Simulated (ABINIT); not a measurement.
# Ti (Im-3m) in ABINIT: convergence with nband

Aim: find how far nband must go before the results for Ti settle, at PBE. This setting moves, with any that are tied to it; all else stays.

Program: ABINIT 10.8.3 (patched build). These are calculated values, not measurements. Logs are shortened: lines on timing, memory, paths and dates and some standing lists are left out, and cuts for length are marked. The log counts tension as positive stress, the text compression.

**1. The structure**

Symmetry: Im-3m, No. 229, cubic system. Conventional cell: a = 3.282 Å, b = 3.282 Å, c = 3.282 Å, α = 90.00°, β = 90.00°, γ = 90.00°. Around Ti (site symmetry m-3m) lie 8 Ti at 2.84 Å.

This isn't the form of Ti at room conditions, which is hcp.

**2. With nband 7**

run.abi

```
# Pseudopotentials
pp_dirpath "./"
pseudos "Ti.upf"

# Structure
acell 3*1.0
rprim
    -3.1010405705     3.1010405705     3.1010405705
     3.1010405705    -3.1010405705     3.1010405705
     3.1010405705     3.1010405705    -3.1010405705
ntypat 1
znucl 22
natom 1
typat 1
xred
     0.0000000000     0.0000000000     0.0000000000

# Plane-wave basis
ecut 42.0

# k points
kptopt 1
ngkpt 11 11 11
nshiftk 1
shiftk 0.0 0.0 0.0

# Exchange and correlation
ixc 11

# Bands and occupations
nband 7
occopt 4
tsmear 0.1 eV

# SCF cycle
nstep 100
tolvrs 1.0e-10

# Output
iomode 3
prtwf 0
prtden 0
prteig 0
prtebands 0
```

Potentials or basis: PseudoDojo NC SR PBE v0.5 standard.

Launch:

```
> abinit run.abi > log 2>&1
```

run.abo:

```text
.Version 10.8.3 of ABINIT
 Symmetries : space group Im -3 m (#229); Bravais cI (body-center cubic)
================================================================================
 Values of the parameters that define the memory need of the present run
     intxc =       0    ionmov =       0      iscf =       7    lmnmax =       6
     lnmax =       6     mgfft =      32  mpssoang =       3    mqgrid =    3001
     natom =       1  nloc_mem =       1    nspden =       1   nspinor =       1
    nsppol =       1      nsym =      48    n1xccc =    2501    ntypat =       1
    occopt =       4   xclevel =       2
       mpw =        1565          nfft =       32768          nkpt =          56
================================================================================
================================================================================

--------------------------------------------------------------------------------
------------- Echo of variables that govern the present computation ------------
--------------------------------------------------------------------------------
 -outvars: echo values of preprocessed input variables --------
            acell      1.0000000000E+00  1.0000000000E+00  1.0000000000E+00 Bohr
              amu      4.78800000E+01
             ecut      4.20000000E+01 Hartree
                       outvar_i_n : Printing only first  50 k-points.
              ixc          11
                       outvar_i_n : Printing only first  50 k-points.
         kptrlatt       11    0    0      0   11    0      0    0   11
          kptrlen      5.90827581E+01
            natom           1
            nband           7
            ngfft          32      32      32
             nkpt          56
            nstep         100
             nsym          48
           ntypat           1
                       prtocc : prtvol=0, do not print more k-points.
           occopt           4
           prtden           0
        prtebands           0
           prteig           0
            prtwf           0
            rprim     -3.1010405705E+00  3.1010405705E+00  3.1010405705E+00
                       3.1010405705E+00 -3.1010405705E+00  3.1010405705E+00
                       3.1010405705E+00  3.1010405705E+00 -3.1010405705E+00
          spgroup         229
           tolvrs      1.00000000E-10
           tsmear      3.67493222E-03 Hartree
            typat      1
                       outvars : Printing only first  50 k-points.
            znucl       22.00000

================================================================================

 chkinp: Checking input parameters for consistency.

================================================================================
== DATASET  1 ==================================================================

--- !DatasetInfo
iteration_state: {dtset: 1, }
dimensions: {natom: 1, nkpt: 56, mband: 7, nsppol: 1, nspinor: 1, nspden: 1, mpw: 1565, }
cutoff_energies: {ecut:  42.0, pawecutdg:  -1.0, }
electrons: {nelect:   1.20000000E+01, charge:   0.00000000E+00, occopt:   4.00000000E+00, tsmear:   3.67493222E-03, }
meta: {optdriver: 0, ionmov: 0, optcell: 0, iscf: 7, paral_kgb: 0, }
...

 Exchange-correlation functional for the present dataset will be:
  GGA: Perdew-Burke-Ernzerhof functional - ixc=11
[... 67 lines left out ...]
lattice_volume:   1.1928404E+02
convergence: {deltae: -5.294E-12, res2:  8.901E-11, residm:  4.375E-05, diffor: null, }
etotal    :  -5.93510497E+01
entropy   :   0.00000000E+00
fermie    :   3.50295027E-01
cartesian_stress_tensor: # hartree/bohr^3
- [  9.04199292E-05,   0.00000000E+00,   0.00000000E+00, ]
- [  0.00000000E+00,   9.04199292E-05,   0.00000000E+00, ]
- [  0.00000000E+00,   0.00000000E+00,   9.04199292E-05, ]
pressure_GPa:  -2.6602E+00
xred      :
- [  0.0000E+00,   0.0000E+00,   0.0000E+00, Ti]
cartesian_forces: # hartree/bohr
- [ -0.00000000E+00,  -0.00000000E+00,  -0.00000000E+00, ]
force_length_stats: {min:   0.00000000E+00, max:   0.00000000E+00, mean:   0.00000000E+00, }
...

 Integrated electronic density in atomic spheres:
 ------------------------------------------------
 Atom  Sphere_radius  Integrated_density
    1        2.00000          9.52426040
================================================================================

 ----iterations are completed or convergence reached----

 Mean square residual over all n,k,spin=   44.624E-08; max=  43.748E-06
 reduced coordinates (array xred) for    1 atoms
       0.000000000000      0.000000000000      0.000000000000
 rms dE/dt=  0.0000E+00; max dE/dt=  0.0000E+00; dE/dt below (all hartree)
    1       0.000000000000      0.000000000000      0.000000000000

 cartesian coordinates (angstrom) at end:
    1      0.00000000000000     0.00000000000000     0.00000000000000

 cartesian forces (hartree/bohr) at end:
    1     -0.00000000000000    -0.00000000000000    -0.00000000000000
 frms,max,avg= 0.0000000E+00 0.0000000E+00   0.000E+00  0.000E+00  0.000E+00 h/b

 cartesian forces (eV/Angstrom) at end:
    1     -0.00000000000000    -0.00000000000000    -0.00000000000000
 frms,max,avg= 0.0000000E+00 0.0000000E+00   0.000E+00  0.000E+00  0.000E+00 e/A
 length scales=  1.000000000000  1.000000000000  1.000000000000 bohr
              =  0.529177210544  0.529177210544  0.529177210544 angstroms
 Fermi (or HOMO) energy (hartree) =   0.35030   Average Vxc (hartree)=  -0.42248
 Eigenvalues (hartree) for nkpt=  56  k points:
 kpt#   1, nband=  7, wtk=  0.00075, kpt=  0.0000  0.0000  0.0000 (reduced coord)
  -1.72703   -0.84110   -0.84110   -0.84110    0.13366    0.38660    0.38660
      occupation numbers for kpt#   1
   2.00000    2.00000    2.00000    2.00000    2.00000    0.00000    0.00000
 prteigrs : prtvol=0 or 1, do not print more k-points.

--- !EnergyTerms
iteration_state     : {dtset: 1, }
comment             : Components of total free energy in Hartree
kinetic             :  2.35212389270162E+01
hartree             :  1.22408811781784E+01
xc                  : -8.72240514357120E+00
Ewald energy        : -4.22478846064275E+01
psp_core            :  1.47695658227804E+00
local_psp           : -4.61801498673576E+01
non_local_psp       :  5.60437441667927E-01
internal            : -5.93509254882158E+01
'-kT*entropy'       : -1.24195639893361E-04
total_energy        : -5.93510496838557E+01
total_energy_eV     : -1.61502433705181E+03
band_energy         : -7.35417911733989E+00
...

 Cartesian components of stress tensor (hartree/bohr^3)
  sigma(1 1)=  9.04199292E-05  sigma(3 2)=  0.00000000E+00
  sigma(2 2)=  9.04199292E-05  sigma(3 1)=  0.00000000E+00
  sigma(3 3)=  9.04199292E-05  sigma(2 1)=  0.00000000E+00

-Cartesian components of stress tensor (GPa)         [Pressure= -2.6602E+00 GPa]
- sigma(1 1)=  2.66024616E+00  sigma(3 2)=  0.00000000E+00
- sigma(2 2)=  2.66024616E+00  sigma(3 1)=  0.00000000E+00
- sigma(3 3)=  2.66024616E+00  sigma(2 1)=  0.00000000E+00

== END DATASET(S) ==============================================================
================================================================================

 -outvars: echo values of variables after computation  --------
            acell      1.0000000000E+00  1.0000000000E+00  1.0000000000E+00 Bohr
           etotal     -5.9351049684E+01
            fcart     -0.0000000000E+00 -0.0000000000E+00 -0.0000000000E+00
            rprim     -3.1010405705E+00  3.1010405705E+00  3.1010405705E+00
                       3.1010405705E+00 -3.1010405705E+00  3.1010405705E+00
                       3.1010405705E+00  3.1010405705E+00 -3.1010405705E+00
           strten      9.0419929238E-05  9.0419929238E-05  9.0419929238E-05
                       0.0000000000E+00  0.0000000000E+00  0.0000000000E+00
 Calculation completed.
```

It took 29 s on 1 thread of Arm Neoverse V1, shared host; peak memory 0.07 GiB.

Results:

- Free energy: -1615.0243 eV
- Pressure: -2.7 GPa
- Band gap on the k mesh: none (metal or under the smearing width)
- Valence electrons inside the program's atomic spheres: Ti 9.52 (radii [1.0584] Å)

**3. With nband 8**

Changes to run.abi since step 2:

```diff
@@ -30,3 +30,3 @@
 # Bands and occupations
-nband 7
+nband 8
 occopt 4
```

Potentials or basis: PseudoDojo NC SR PBE v0.5 standard.

Launch:

```
> abinit run.abi > log 2>&1
```

Run time: 30 s. Hardware: 1 thread of Arm Neoverse V1, shared host; peak memory 0.07 GiB.

The run converged. Its results:

| Item | Value |
| --- | --- |
| Free energy | -1615.0243 eV |
| Pressure | -2.7 GPa |
| Band gap on the k mesh | none (metal or under the smearing width) |
| Valence electrons inside the program's atomic spheres | Ti 9.52 (radii [1.0584] Å) |

**4. With nband 9**

Changes to run.abi since step 3:

```diff
@@ -30,3 +30,3 @@
 # Bands and occupations
-nband 8
+nband 9
 occopt 4
```

Launch:

```
> abinit run.abi > log 2>&1
```

Wall time 23 s (1 thread of Arm Neoverse V1, shared host); peak memory 0.07 GiB.

The run converged. Its results:

| Item | Value |
| --- | --- |
| Free energy | -1615.0243 eV |
| Pressure | -2.7 GPa |
| Band gap on the k mesh | none (metal or under the smearing width) |
| Valence electrons inside the program's atomic spheres | Ti 9.52 (radii [1.0584] Å) |

**5. With nband 10**

Changes to run.abi since step 4:

```diff
@@ -30,3 +30,3 @@
 # Bands and occupations
-nband 9
+nband 10
 occopt 4
```

Launch:

```
> abinit run.abi > log 2>&1
```

It took 20 s on 1 thread of Arm Neoverse V1, shared host; peak memory 0.07 GiB.

It converged, with:

```yaml
Free_energy: -1615.0243 eV
Pressure: -2.7 GPa
Band_gap_on_the_k_mesh: none (metal or under the smearing width)
Valence_electrons_inside_the_program's_atomic_spheres: Ti 9.52 (radii [1.0584] Å)
```

**6. With nband 11**

Changes to run.abi since step 5:

```diff
@@ -30,3 +30,3 @@
 # Bands and occupations
-nband 10
+nband 11
 occopt 4
```

Potentials or basis: PseudoDojo NC SR PBE v0.5 standard.

Launch:

```
> abinit run.abi > log 2>&1
```

Wall time 22 s (1 thread of Arm Neoverse V1, shared host); peak memory 0.07 GiB.

Results (log left out):

```yaml
Free_energy: -1615.0243 eV
Pressure: -2.7 GPa
Band_gap_on_the_k_mesh: none (metal or under the smearing width)
Valence_electrons_inside_the_program's_atomic_spheres: Ti 9.52 (radii [1.0584] Å)
```

**7. With nband 14**

Changes to run.abi since step 6:

```diff
@@ -30,3 +30,3 @@
 # Bands and occupations
-nband 11
+nband 14
 occopt 4
```

Launch:

```
> abinit run.abi > log 2>&1
```

Run time: 23 s. Hardware: 1 thread of Arm Neoverse V1, shared host; peak memory 0.07 GiB.

The run converged. Its results:

```
Free energy                                           : -1615.0243 eV
Pressure                                              : -2.7 GPa
Band gap on the k mesh                                : none (metal or under the smearing width)
Valence electrons inside the program's atomic spheres : Ti 9.52 (radii [1.0584] Å)
```

**8. With nband 20**

Changes to run.abi since step 7:

```diff
@@ -30,3 +30,3 @@
 # Bands and occupations
-nband 14
+nband 20
 occopt 4
```

Launch:

```
> abinit run.abi > log 2>&1
```

Run time: 37 s. Hardware: 1 thread of Arm Neoverse V1, shared host; peak memory 0.08 GiB.

It converged, with:

| Quantity | Value |
| --- | --- |
| Free energy | -1615.0243 eV |
| Pressure | -2.7 GPa |
| Band gap on the k mesh | none (metal or under the smearing width) |
| Valence electrons inside the program's atomic spheres | Ti 9.52 (radii [1.0584] Å) |

**9. Summary**

| nband | energy less the tightest run (meV/atom) | SCF cycles | CPU time (s) | peak memory (GiB) |
| --- | --- | --- | --- | --- |
| 7 | 0.00 | 21 | 29 | 0.07 |
| 8 | 0.00 | 19 | 30 | 0.07 |
| 9 | 0.00 | 12 | 23 | 0.07 |
| 10 | 0.00 | 9 | 20 | 0.07 |
| 11 | 0.00 | 9 | 22 | 0.07 |
| 14 | 0.00 | 7 | 23 | 0.07 |
| 20 | 0.00 | 8 | 37 | 0.08 |

Against the tightest run, the energy stays within 1 meV/atom from 7 on. The tightest run that finished is the yardstick and may itself not be fully converged.
